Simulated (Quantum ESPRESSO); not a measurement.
A calculation with Quantum ESPRESSO 7.5 of MgO2 (ASE script, structure typed inline):

The input run.py:

```python
import numpy as np
from ase.calculators.espresso import Espresso, EspressoProfile
from ase import Atoms

atoms = Atoms(['Mg', 'O', 'O'],
              cell=[[1.604761016, 0.9265092046, 3.4939788749], [-1.604761016, 0.9265092046, 3.4939788749], [0.0, -1.8530184092, 3.4939788749]],
              scaled_positions=[[0.0, 0.0, 0.0], [0.571214, 0.571214, 0.571214], [0.428786, 0.428786, 0.428786]],
              pbc=True)

input_data = {
    'control': {'calculation': 'scf', 'prefix': 'pwscf', 'outdir': './tmp', 'tprnfor': True, 'tstress': True, 'disk_io': 'nowf'},
    'system': {'ecutwfc': 45.0, 'ecutrho': 360.0, 'nbnd': 18, 'occupations': 'smearing', 'smearing': 'fd', 'degauss': 0.00367493},
    'electrons': {'conv_thr': 6e-10, 'electron_maxstep': 120, 'mixing_beta': 0.5},
}
pseudopotentials = {'O': 'o_pbesol_v1.2.uspp.F.UPF', 'Mg': 'mg_pbesol_v1.4.uspp.F.UPF'}
profile = EspressoProfile(command='mpirun -n 2 pw.x -nk 2', pseudo_dir='pseudo')
dft = Espresso(profile=profile, input_data=input_data, pseudopotentials=pseudopotentials, kpts=(10, 10, 10), koffset=(0, 0, 0))
atoms.calc = dft

print(f'energy {atoms.get_potential_energy():.8f} eV')
print('forces (eV/A)')
print(np.round(atoms.get_forces(), 6))
print('stress (eV/A^3, Voigt)')
print(np.round(atoms.get_stress(), 8))
print(f'Fermi level {dft.get_fermi_level():.4f} eV')
```

Potentials or basis: GBRV 1.5 PBEsol.

Launch:

```console
$ OMP_NUM_THREADS=1 python run.py
```

The cell comes from a database or a generator and needn't be the stable form of this composition.

**Question.** Write the same calculation in another form: native input, structure typed inline.

**Answer.** As run:

The input pw.in:

```
&CONTROL
  calculation = 'scf'
  prefix = 'pwscf'
  outdir = './tmp'
  pseudo_dir = './pseudo'
  tprnfor = .true.
  tstress = .true.
  disk_io = 'low'
/
&SYSTEM
  ibrav = 0
  celldm(1) = 8
  nat = 3
  ntyp = 2
  ecutwfc = 45
  ecutrho = 360
  nbnd = 18
  occupations = 'smearing'
  smearing = 'fd'
  degauss = 0.00367493
/
&ELECTRONS
  conv_thr = 6d-10
  electron_maxstep = 120
  mixing_beta = 0.5
/
ATOMIC_SPECIES
Mg    24.3050 mg_pbesol_v1.4.uspp.F.UPF
O     15.9990 o_pbesol_v1.2.uspp.F.UPF
CELL_PARAMETERS alat
  0.3790698519645   0.2188560810799   0.8253328948486
 -0.3790698519645   0.2188560810799   0.8253328948486
  0.0000000000000  -0.4377121621597   0.8253328948486
ATOMIC_POSITIONS crystal
Mg     0.0000000000    0.0000000000    0.0000000000
O      0.5712140000    0.5712140000    0.5712140000
O      0.4287860000    0.4287860000    0.4287860000
K_POINTS automatic
10 10 10 0 0 0
```

File pp_density.in:

```
&INPUTPP
  prefix = 'pwscf'
  outdir = './tmp'
  filplot = 'density.dat'
  plot_num = 0
/
&PLOT
  nfile = 1
  filepp(1) = 'density.dat'
  iflag = 3
  output_format = 6
  fileout = 'density.cube'
/
```

File pp_potential.in:

```
&INPUTPP
  prefix = 'pwscf'
  outdir = './tmp'
  filplot = 'potential.dat'
  plot_num = 11
/
&PLOT
  nfile = 1
  filepp(1) = 'potential.dat'
  iflag = 3
  output_format = 6
  fileout = 'potential.cube'
/
```

Potentials or basis: GBRV 1.5 PBEsol.

The run is started by

```bash
$ OMP_NUM_THREADS=1 mpirun -n 2 pw.x -nk 2 -in pw.in > pw.out
$ OMP_NUM_THREADS=1 mpirun -n 1 pp.x -in pp_density.in > pp_density.out
$ OMP_NUM_THREADS=1 mpirun -n 1 pp.x -in pp_potential.in > pp_potential.out
```

Both were run:

|  | ASE script, structure typed inline | native input, structure typed inline |
| --- | --- | --- |
| Pressure | -4.4 GPa | -4.4 GPa |
| Largest force | 0.136 eV/Å | 0.136 eV/Å |
| Band gap on the k mesh | 2.24 eV, direct | 2.24 eV, direct |

Keys that steer only the numerical path or the files written may differ.
